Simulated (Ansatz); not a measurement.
## Bare Al-Cu alloy nanowire along [110] (38 atoms): a reference run and its variants

The cell holds 38 atoms: 19 Cu and 19 Al. Its edges and angles: a = 17.100 Å, b = 20.455 Å, c = 5.287 Å, α = 90.0°, β = 90.0°, γ = 90.0°. It derives from Al (fcc) and Cu. Hexagon section of size parameter 5.53 Å cut from fcc Al (a = 4.05 Å) along [110], 2 periods, 9 Å of vacuum, 19 atoms Cu at random; minimised with a classical potential (one cell length free). Vacuum lies along a and b. The structure repeats along c.

Geometry: as built.

Reference run: Kohn-Sham DFT, PBE, PAW (set soft_2), plane waves (Ansatz 0.2.0), cutoff 420 eV, k-mesh 1×1×4, fermi-dirac smearing of 0.1 eV.

```
r.m.s. force component                           : 0.2003 eV/Å
spacing of highest filled and lowest empty level : 0.0632 eV
SCF cycles                                       : 11
time                                             : 1.7 min on 4 threads of Arm Neoverse V1, shared host
```

Q: Estimate how much each variant changes the results, and its time and memory.
- support functions medium
- support functions low
- support functions high
- support functions medium, spacing 0.343 Å
- support functions medium, spacing 0.297 Å
- support functions medium, spacing 0.263 Å
- support functions medium, spacing 0.206 Å
- support functions medium, spacing 0.183 Å

Differences are against the plane-wave reference (Kohn-Sham DFT, PBE, PAW (set soft_2), plane waves), whose r.m.s. force component is 0.200 eV/Å. Energies are set beside the reference only for runs with its functional, potentials and electron count. Times are for 4 threads of Arm Neoverse V1, shared host. The reference's time includes the DOS and grids, which some other runs skip.

```
                                      run  Δ force, r.m.s. (meV/Å)  share of r.m.s. force (%)  Δ energy (meV/atom)  cycles     time  host memory (GiB)
                                reference                        -                          -                    -      11  1.7 min                4.7
                 support functions medium                    0.882                      0.441                -1.94      15    2 min                2.9
                    support functions low                    0.906                      0.453                -1.94      14  1.8 min                2.8
                   support functions high                    0.686                      0.342                -1.88      19  5.1 min                4.6
support functions medium, spacing 0.343 Å                     47.7                       23.8                 38.0      14     77 s                1.9
support functions medium, spacing 0.297 Å                     8.28                       4.13                -5.56      15     87 s                2.0
support functions medium, spacing 0.263 Å                     1.07                      0.537                -2.04      15  1.9 min                2.7
support functions medium, spacing 0.206 Å                    0.733                      0.366                -1.87      15  2.4 min                3.6
support functions medium, spacing 0.183 Å                    0.746                      0.373                -1.89      15  2.6 min                3.9
```

Among numerical settings the force difference runs from 0.69 meV/Å (support functions high) to 48 meV/Å (support functions medium, spacing 0.343 Å). Differences between support functions and plane waves include what basis error the plane-wave run still has. As the typed spacing goes from 0.183 to 0.343 Å, the force difference goes from 0.75 to 48 meV/Å, and the time from 2.6 min to 77 s. The cell is under 6 Å thick along one periodic direction, so every atom has periodic images of itself close by, which move with it and show among its neighbours and in g(r).

[Logs are printed without paths, hosts, clocks, repeated set-up lines and the standing remarks that a program may print on its own settings, such as how far it seeks lower states.]

[Hosts, paths, dates, database ids (printed as entryN), source tags and the programs' standing remarks are cut or masked in the printed files.]
